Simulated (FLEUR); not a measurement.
Crystal: Zn.

```
Zn
1.0
     2.67000    0.00000    0.00000
    -1.33500    2.31229    0.00000
     0.00000    0.00000    4.96600
Zn
2
Cartesian
  1.3350 0.7708 3.7245
  0.0000 1.5415 1.2415
```

| Item | Value |
| --- | --- |
| Program | FLEUR MaX-R8.1 (later development tree) |
| Task | single point |
| Functional | PBE |
| Potentials or basis | all-electron |
| Basis | FLAPW |
| Kmax | 3.8 1/bohr |
| k mesh | 11 × 11 × 6 |
| Occupations | fermi-dirac, width 0.05 eV |
| Spin | no spin polarisation |
| Gmax | 11.8 1/bohr |
| Muffin-tin radii | Zn 2.27 bohr |
| lmax | Zn 9 |
| Local orbitals a species | Zn 6 |
| Max iterations | 60 |
| Mixing factor | 0.05 |
| Mixer | Anderson |
| Mixer history | 15 |
| Density convergence | 1e-05 me/bohr^3 |

On this cell: largest force under 0.003 eV/Å; band gap on the k mesh none (metal or under the smearing width).

The same run follows on a disturbed copy (atoms moved at random, drawn with an rms of 0.05 Å):

```
Zn
1.0
     2.67000    0.00000    0.00000
    -1.33500    2.31229    0.00000
     0.00000    0.00000    4.96600
Zn
2
Direct
  0.66542 0.31974 0.74893
  0.32257 0.68013 0.25107
```

What does the disturbed cell give?

The energy (extrapolated to zero smearing) moves by +1.0 meV/atom; largest force 0.048 eV/Å; band gap on the k mesh none (metal or under the smearing width).

Forces in eV/Å, atoms in the order of the input:
```
Zn  -0.027  0.032  0.024
Zn   0.027 -0.032 -0.024
```
